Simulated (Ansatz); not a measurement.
# Ta2C: the cost of one run

Computed with Ansatz 0.2.0 (DFT PBEsol, scalar-relativistic, plane waves, PAW, unless a step's input says otherwise).

2 further runs of the same task are left out: 2 set aside as unsound or not needed. Runs told in other sessions of the task aren't counted.

**1. Starting point**

It takes space group P-3m1 (No. 164, trigonal). Conventional cell: a = 3.095 Å, b = 3.095 Å, c = 4.921 Å, α = 90.00°, β = 90.00°, γ = 120.00°. Ta (site symmetry 3m) has 3 C at 2.18 Å in its first shell of neighbours. C (site symmetry -3m) is surrounded by 6 Ta at 2.18 Å.

Structure file:

```cif
data_structure
_symmetry_space_group_name_H-M 'P 1'
_symmetry_Int_Tables_number 1
_cell_length_a 3.0953
_cell_length_b 3.0953
_cell_length_c 4.9211
_cell_angle_alpha 90.000
_cell_angle_beta 90.000
_cell_angle_gamma 120.000
_cell_volume 40.83
loop_
_atom_site_label
_atom_site_type_symbol
_atom_site_fract_x
_atom_site_fract_y
_atom_site_fract_z
_atom_site_occupancy
Ta1 Ta 0.33333 0.66667 0.25288 1
Ta2 Ta 0.66667 0.33333 0.74712 1
C1 C 0.00000 0.00000 0.00000 1
```

This cell was relaxed beforehand with the same method: volume 13.61 Å³/atom, gap on the mesh none (metal).

**2. The reference: the undisturbed cell on the scan's mesh**

The input, input.yaml:

```yaml
crystal:
  lattice:
    - [3.0953007023, 0.0, 0.0]
    - [-1.5476503512, 2.6806090406, 0.0]
    - [0.0, 0.0, 4.9210802832]
  atoms:
    - { symbol: Ta, position: [0.3333333333, 0.6666666667, 0.2528761935] }
    - { symbol: Ta, position: [0.6666666667, 0.3333333333, 0.7471238065] }
    - { symbol: C, position: [0.0, 0.0, 0.0] }
basis:
  ecutwfc: 420
kpoints:
  mp_grid: { grid: [18, 18, 12] }
hamiltonian:
  xc: pbesol
scf:
  occupations: { method: gaussian, width: 0.15 }
output:
  forces: true
  stress: true
  eigenvalues: true
  write_density: true
  write_potential: true
  elf: true
  volumetric_format: npy
```

Started as:

```sh
> ansatz run input.yaml --threads 1 --pin off --max-ram 2560MiB --backend cpu --events-out ev --progress --plain --runs-dir out
```

What time and memory should one allow on 1 thread of Intel Xeon Platinum 8488C (Sapphire Rapids), shared host?

About 12 s, with a peak of 0.56 GiB.
